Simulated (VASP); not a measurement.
Write the native input for VASP 6.6.1 that does the following.

```yaml
Task: single point
Functional: PBE
Dispersion: D3(BJ)
Potentials_or_basis: VASP PAW PBE potentials, release 64 (Pd)
Cutoff: 520 eV
k_mesh: 5 × 5 × 1
Occupations: gaussian, width 0.1 eV
Spin: no spin polarisation
Dipole_correction: yes
Further_INCAR_settings: LREAL = Auto; ALGO = Fast; EDIFF = 1e-06; NBANDS = 94
```

The structure of Pd lies in POSCAR:

```
Pd
1.0
    5.5012907576      0.0000000000      0.0000000000
    2.7506453788      4.7642575497      0.0000000000
    0.0000000000      0.0000000000     25.7376776414
Pd
16
Direct
    0.0000000000      0.0000000000      0.3691086714
    0.5000000000      0.0000000000      0.3691086714
    0.0000000000      0.5000000000      0.3691086714
    0.5000000000      0.5000000000      0.3691086714
    0.1666666667      0.1666666667      0.4563695571
    0.6666666667      0.1666666667      0.4563695571
    0.1666666667      0.6666666667      0.4563695571
    0.6666666667      0.6666666667      0.4563695571
   -0.1666666667      0.3333333333      0.5437121320
    0.3333333333      0.3333333333      0.5437121320
   -0.1666666667      0.8333333333      0.5437121320
    0.3333333333      0.8333333333      0.5437121320
    0.0000000000      0.0000000000      0.6321759474
    0.5000000000      0.0000000000      0.6321759474
    0.0000000000      0.5000000000      0.6321759474
    0.5000000000      0.5000000000      0.6321759474
```

The cell was built by a generator and needn't be a form met in nature.

The input as run:

INCAR

```
SYSTEM = Pd
ALGO = Fast
DIPOL = 0.5 0.5 0.500
EDIFF = 1E-6
ENCUT = 520
GGA = PE
IDIPOL = 3
ISIF = 2
ISMEAR = 0
IVDW = 12
LASPH = .TRUE.
LCHARG = .TRUE.
LDIPOL = .TRUE.
LELF = .TRUE.
LREAL = Auto
LVACPOTAV = .TRUE.
LVHAR = .TRUE.
LWAVE = .FALSE.
NBANDS = 94
NELM = 100
PREC = Accurate
SIGMA = 0.1
```

KPOINTS

```
k-points
0
G
  5 5 1
  0 0 0
```

Potentials or basis: VASP PAW PBE potentials, release 64 (Pd).

The run is started by

```console
$ cat potpaw_PBE.64/Pd/POTCAR > POTCAR
$ mpirun -np 1 vasp_std > vasp.out
```

Results of the run:

```
Largest force                   : 0.171 eV/Å
Band gap on the k mesh          : none (metal or under the smearing width)
Dispersion energy per atom      : -0.499 eV
Work function of the upper face : 5.28 eV
Work function of the lower face : 5.27 eV
```

Wall time 10 min on 1 thread of AMD EPYC 7R13 Processor (Zen 3), with other jobs on the host, peak memory 0.74 GiB.
